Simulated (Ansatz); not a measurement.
# Ta (P6_3/mmc) in Ansatz: elastic constants with PBEsol

Aim: the elastic constants of Ta with PBEsol.

Program: Ansatz 0.2.0. These are calculated values, not measurements. Logs are shortened: lines on timing, memory, paths and dates and some standing lists are left out, and cuts for length are marked.

**1. The structure**

It takes space group P6_3/mmc (No. 194, hexagonal). Conventional cell: a = 2.900 Å, b = 2.900 Å, c = 5.166 Å, α = 90.00°, β = 90.00°, γ = 120.00°. Around Ta (site symmetry -6m2) lie 12 Ta at 2.90 to 3.08 Å.

This isn't the form of Ta at room conditions, which is bcc.

**2. Elastic constants, PBEsol**

input.yaml reads:

```yaml
crystal:
  lattice:
    - [2.9003720726, 0.0, 0.0]
    - [-1.4501860363, 2.5117958953, 0.0]
    - [0.0, 0.0, 5.166274]
  atoms:
    - { symbol: Ta, position: [0.3333333333, 0.6666666667, 0.25] }
    - { symbol: Ta, position: [0.6666666667, 0.3333333333, 0.75] }
hamiltonian:
  xc: pbesol
  pseudopotentials: { kind: paw }
kpoints:
  mp_grid: { grid: [8, 8, 4] }
scf:
  occupations: { method: fermi_dirac, width: 0.05 }
output:
  forces: true
  stress: true
elastic:
  mode: relaxed_ion
  stencil: two_point
```

Potentials or basis: Ansatz PAW.

The run is started by

```sh
$ ansatz run input.yaml --threads 2 --pin off --max-ram 5632MiB --backend cpu --events-out ev --progress --plain --runs-dir out
```

The program printed:

```text
Warning: RAYON_NUM_THREADS=2 ignored (pool sized by the plan → 2); use --threads N
Engine: ansatz 0.2.0, x86_64-unknown-linux-gnu
Pseudopotentials: kind: paw
Pseudopotential: Ta, paw, valence charge 13, recommended cutoff 420 eV (normal), Ta.paw.azcp
Functional definition: PBEsol
  exchange = pbesol_x
  correlation = pbesol_c
Crystal: 2 atoms, lattice volume = 37.637 Å³
Basis set: ecut = 420 eV, 725 PW (Γ), exchange–correlation on 40×40×72 points (8 copies of the dense FFT grid, shifted against one another)
Bands: 17, of which v1, the nominal top of the filled ones, is band 13 counted from 1 (12 counted from 0)
Symmetry: 24 space group operations
Space group: P63/mmc (ITA 194), of the structure as read, at distance tolerance 3.4e-5 Å
k-points: 30 of 256
Non-local potential: Ta, projectors of the file, l = 0: 3, l = 1: 2, l = 2: 2, l = 3: 1
PAW form: soft (Blöchl's): semilocal exchange-correlation on the pseudo side does not see the compensation charge
PAW frozen core: Ta, regenerated for the run's functional, and the local potential with it (the file was generated under x = pbe(κ = 0.804, μ = 0.2195149727645171), c = pbe(β = 0.06672455060314922))
PAW one-centre angular grid: Ta, 590 points (default); XC on 64 Gauss nodes
Initial density: superposition of atomic densities (neutral atoms: chi_scale 0, normalization atom), corrected by the library's trained network
Initial wavefunctions: pseudopotential atomic-orbital guess
Functional: x = pbesol(κ = 0.804, μ = 0.12345679012345678), c = pbesol(β = 0.046)
SCF iter   1: F=—  HF=-19612.409701 eV  |F-HF|=—  |Δ(HF+E_count)|=         —  Δρ=6.36e-3  dr2=1.00e-2  ethr=1.77e-3  ⟨swp⟩=5.7  Hψ=2311  notcnv=0
preconditioner: auto → Kerker (q_TF=auto, 2.565 Å⁻¹)  [metal: Δε(μ)=0.003 eV  Ē_g=4.556 eV  σ=0.050 eV  W_gap=0.02  n_scr=10 (ndim 8)  ℏωp=19.1 eV  f_vac=0.000  D(μ)=2.07/eV (n_scr^D=22)]
SCF iter   2: F=—  HF=-19612.408124 eV  |F-HF|=—  |Δ(HF+E_count)|=   1.58e-3  Δρ=3.88e-3  dr2=4.34e-3  ethr=3.86e-5  ⟨swp⟩=1.4  Hψ=799  notcnv=0
SCF iter   3: F=—  HF=-19612.406892 eV  |F-HF|=—  |Δ(HF+E_count)|=   1.23e-3  Δρ=4.73e-4  dr2=4.64e-5  ethr=1.67e-5  ⟨swp⟩=2.0  Hψ=627  notcnv=0
SCF iter   4: F=—  HF=-19612.406894 eV  |F-HF|=—  |Δ(HF+E_count)|=   2.81e-6  Δρ=1.21e-4  dr2=2.89e-6  ethr=1.78e-7  ⟨swp⟩=2.3  Hψ=831  notcnv=0
SCF iter   5: F=—  HF=-19612.406898 eV  |F-HF|=—  |Δ(HF+E_count)|=   3.43e-6  Δρ=2.02e-5  dr2=7.13e-8  ethr=1.11e-8  ⟨swp⟩=2.1  Hψ=606  notcnv=0
SCF iter   6: F=—  HF=-19612.406898 eV  |F-HF|=—  |Δ(HF+E_count)|=   6.77e-9  Δρ=3.13e-6  dr2=2.11e-9  ethr=2.74e-10  ⟨swp⟩=1.8  Hψ=605  notcnv=0
SCF iter   7: F=—  HF=-19612.406898 eV  |F-HF|=—  |Δ(HF+E_count)|=  3.35e-10  Δρ=2.62e-7  dr2=1.31e-11  ethr=8.12e-12  ⟨swp⟩=3.0  Hψ=926  notcnv=0
SCF iter   8: F=—  HF=-19612.406898 eV  |F-HF|=—  |Δ(HF+E_count)|=  3.64e-12  Δρ=5.42e-8  dr2=5.02e-13  ethr=5.03e-14 (applied; sched 1.00e-12)  ⟨swp⟩=1.7  Hψ=590  notcnv=0  defer=1
SCF iter   9: F=-19612.406898 eV  HF=-19612.406898 eV  |F-HF|=1.46e-11  |Δ(HF+E_count)|=    0.00e0  Δρ=8.87e-9  dr2=1.36e-14  ethr=1.00e-12  ⟨swp⟩=4.2  Hψ=1627  notcnv=0
SCF 1 converged in 9 iterations: F = -19612.406898 eV  dr2 = 1.36e-14
Crystal: 2 atoms, lattice volume = 37.562 Å³
Symmetry: 8 space group operations
k-points: 63 of 256
Initial density: handed on by an earlier stage of this run
Initial wavefunctions: pseudopotential atomic-orbital guess (no wavefunctions were taken with the density)
iter 1 solved again at ethr=1.43e-5 eV; its pass at ethr=3.10e-3 eV (dr2=3.72e-3 eV) is discarded
SCF iter   1: F=—  HF=-19612.411765 eV  |F-HF|=—  |Δ(HF+E_count)|=         —  Δρ=3.38e-3  dr2=3.40e-3  ethr=1.43e-5  ⟨swp⟩=2.3  Hψ=6665  notcnv=0
preconditioner: auto → Kerker (q_TF=auto, 2.566 Å⁻¹)  [metal: Δε(μ)=0.004 eV  Ē_g=4.585 eV  σ=0.050 eV  W_gap=0.02  n_scr=10 (ndim 8)  ℏωp=19.2 eV  f_vac=0.000  D(μ)=2.07/eV (n_scr^D=22)]
SCF iter   2: F=—  HF=-19612.410615 eV  |F-HF|=—  |Δ(HF+E_count)|=   1.15e-3  Δρ=1.73e-3  dr2=9.54e-4  ethr=1.31e-5  ⟨swp⟩=1.6  Hψ=1324  notcnv=0
SCF iter   3: F=—  HF=-19612.410165 eV  |F-HF|=—  |Δ(HF+E_count)|=   4.50e-4  Δρ=1.10e-4  dr2=3.55e-6  ethr=3.67e-6  ⟨swp⟩=2.8  Hψ=1884  notcnv=0
SCF iter   4: F=—  HF=-19612.410178 eV  |F-HF|=—  |Δ(HF+E_count)|=   1.23e-5  Δρ=2.14e-5  dr2=9.07e-8  ethr=1.36e-8  ⟨swp⟩=2.5  Hψ=1670  notcnv=0
SCF iter   5: F=—  HF=-19612.410178 eV  |F-HF|=—  |Δ(HF+E_count)|=   7.45e-7  Δρ=3.39e-6  dr2=3.20e-9  ethr=3.49e-10  ⟨swp⟩=1.7  Hψ=1615  notcnv=0
SCF iter   6: F=—  HF=-19612.410178 eV  |F-HF|=—  |Δ(HF+E_count)|=  4.37e-10  Δρ=4.36e-7  dr2=4.24e-11  ethr=1.23e-11  ⟨swp⟩=2.3  Hψ=1458  notcnv=0
[... 317 lines left out ...]
SCF converged after 9 iterations
Free energy (F): -19612.406898 eV
Harris-Foulkes:  -19612.406898 eV  (|F-HF|=1.46e-11)
Internal energy: -19612.389840 eV  (E = F + TS)
E sigma→0 (E₀):  -19612.398369 eV
Entropy (-TS):   -0.017058 eV (-8.529 meV/atom)
Fermi energy:    17.942309 eV
--- Per-component energies (eV) ---
  E_band       = -233.971256
  E_kinetic    = 729.642542
  E_local      = -1157.920541  (includes V_loc(G=0)·N_el)
  E_nonlocal   = 34.444265
  E_hartree    = 397.730474
  E_xc         = -432.740567
  E_vxc        = -406.023455  (∫ρ·V_xc dr)
  E_paw        = -16544.560520  (= ΣΔE_a)
  E_vpaw       = -229.575315  (= ΣTr[D̂ρ^β])
  E_aug_tail   = 0.000297  (compensation charges beyond the density's cutoff)
  E_ewald      = -2639.413084
  E_core_change = 0.427293  (= ΣΔE_core)
  E_smearing   = -0.017058  (= −TS)
  E_closure    = 0.000000  (closes the sum)
  Σ components = -19612.406898   (vs F -19612.406898, Δ=0.00e0)
--- Forces (eV/Å), atoms counted from 1 ---
  atom   1  Ta    -0.00000000    -0.00000000     0.00000000
  atom   2  Ta     0.00000000     0.00000000     0.00000000
  max |Σ_I F_I| component: 9.25e-18 eV/Å
--- Stress (GPa, compression-positive) ---
       -7.240259      -0.000000       0.000000
        0.000000      -7.240259       0.000000
        0.000000       0.000000      -6.887042
  P = ⅓ Tr σ = -7.1225 GPa (-71.225 kbar)
--- Band table (eV; the first three rows and the last of 30) ---
  k-point 0: bands = ["-49.5519", "-49.4930", "-16.4868", "-15.6702", "-15.5674", "-15.5674", "-15.4856", "-15.4856", "9.8259", "13.0848", "17.4274", "17.8853", "18.5704", "18.5704", "19.1315", "19.1315", "20.9452"]
  k-point 1: bands = ["-49.5433", "-49.5017", "-16.3730", "-15.7960", "-15.5555", "-15.5555", "-15.4976", "-15.4976", "10.3505", "12.7740", "17.1761", "17.2149", "18.5246", "18.5246", "18.9333", "18.9333", "21.4308"]
  k-point 2: bands = ["-49.5225", "-49.5225", "-16.0905", "-16.0905", "-15.5266", "-15.5266", "-15.5266", "-15.5266", "11.6401", "11.6401", "16.8225", "16.8225", "18.6209", "18.6209", "18.6209", "18.6209", "22.3800"]
  k-point 29: bands = ["-49.4285", "-49.4285", "-16.4211", "-16.4211", "-16.1320", "-16.1320", "-15.8069", "-15.8069", "15.0664", "15.0664", "16.4323", "16.4323", "17.3129", "17.3129", "19.6954", "19.6954", "23.2155"]
--- Elastic constants: 3 strain directions × 2 members + reference (group order 24) ---
  dense FFT box of the reference and of every strained cell: 20×20×36
  strains applied: 11, 33, 23; error gains: componentwise 1.00 (the most a stress slope's error grows in a printed constant), spectral 1.41 (1 for all six strains in a standard setting)
  C = ∂σ_k/∂η_j (tension-positive GPa; Voigt order 11 22 33 23 13 12):
     -3447.965   2216.619    104.939      0.000      0.000     -0.000
      2216.619  -3447.965    104.939      0.000      0.000      0.000
      2065.065   2065.065    253.237      0.000      0.000     -0.000
         0.000      0.000      0.000    -39.254     -0.000      0.000
         0.000      0.000      0.000     -0.000    -39.254      0.000
        -0.000      0.000     -0.000      0.000      0.000  -2832.292
  reference stress σ⁰ (GPa):      7.240      7.240      6.887     -0.000     -0.000     -0.000
  C* (energy form; C + prestress term) asymmetry max|C*_kj − C*_jk| = 1.960e3 GPa — a small one proves nothing (zero by symmetry where the batch's group is 432, −43m or m−3m); a large one is finite-difference/SCF noise where every solve meets its electron count
  moduli (Voigt/Reuss/Hill, GPa): K = 236.73/526.43/381.58   G = -1317.45/-95.81/-706.63   E = -5539.08   ν = 2.919
  mechanically stable: NO (min eigenvalue of sym C = -5664.58 GPa)
  harmonic check of the ions' relaxations: strain 11: 1 of 1 pair far from harmonic (see the warning)
  the stresses are not corrected for the forces that the relaxations left standing (`elastic.f_tol`)
  strain η (Voigt 11):  stress-route row diagonal C_11 = -3447.97 GPa, energy-path curvature d²(F+E_count+ΔE)/dδ²/Ω₀ = -266707.01 GPa
         δ    σ_11 (GPa)             F (eV)   n_scf  n_hpsi   n_pw
    -2.000e-3       8.9375      -19612.4179475      11   20308    748   relax 11 steps, max|allowed force component| 7.90e-6 eV/Å
     2.000e-3      -4.8544      -19612.6464680       5   14076    752   relax 8 steps, max|allowed force component| 1.17e-5 eV/Å
  strain η (Voigt 33):  stress-route row diagonal C_33 = 253.24 GPa, energy-path curvature d²(F+E_count+ΔE)/dδ²/Ω₀ = 253.36 GPa
         δ    σ_33 (GPa)             F (eV)   n_scf  n_hpsi   n_pw
    -2.000e-3       6.3794      -19612.4100197       7    8688    752   relax 0 steps, max|allowed force component| 2.43e-17 eV/Å
     2.000e-3       7.3924      -19612.4035492       5    7696    752   relax 0 steps, max|allowed force component| 1.85e-17 eV/Å
  strain η (Voigt 23):  stress-route row diagonal C_44 = -39.25 GPa, energy-path curvature d²(F+E_count+ΔE)/dδ²/Ω₀ = -42.80 GPa
         δ    σ_23 (GPa)             F (eV)   n_scf  n_hpsi   n_pw
    -2.000e-3       0.0785      -19612.4069249      10   23768    752   relax 1 steps, max|allowed force component| 3.78e-5 eV/Å
     2.000e-3      -0.0785      -19612.4069249      10   23810    752   relax 1 steps, max|allowed force component| 3.78e-5 eV/Å
```

It took 60 s on 2 threads of Intel Xeon at 2.50GHz (Skylake/Cascade Lake), shared host; peak memory 0.39 GiB.

Results:

| Quantity | Value |
| --- | --- |
| Free energy | -19612.4069 eV |
| Pressure | -7.1 GPa |
| Band gap on the k mesh | none (metal or under the smearing width) |
| Voigt bulk modulus | 237 GPa |

Levels at points of the mesh, in eV from the Fermi level:
```csv
k point,band 9,band 10,band 11,band 12,band 13,band 14,band 15,band 16,band 17
"(0.00, 0.00, 0.00)",-8.12,-4.86,-0.51,-0.06,0.63,0.63,1.19,1.19,3.00
"(0.00, 0.00, -0.50)",-6.30,-6.30,-1.12,-1.12,0.68,0.68,0.68,0.68,4.44
"(0.00, -0.50, 0.00)",-3.99,-3.79,-3.27,-0.41,-0.33,0.54,0.90,5.56,6.45
"(0.00, -0.50, -0.50)",-4.27,-4.27,-2.24,-2.24,1.53,1.53,2.63,2.63,5.55
```

Elastic tensor in Voigt notation (GPa, in the Cartesian axes of the cell as first typed):
```
-3448  2217   105     0     0     0
 2217 -3448   105     0     0     0
 2065  2065   253     0     0     0
    0     0     0   -39     0     0
    0     0     0     0   -39     0
    0     0     0     0     0 -2832
```

Caveat: the cell is more than 3 GPa from zero pressure, which shifts response properties; the elastic tensor has a negative eigenvalue, so either the cell is unstable as it stands or the mesh is too thin; the PAW data sets come from PBE, with cores solved anew for the run's functional, which leaves a small shift of forces and pressure.
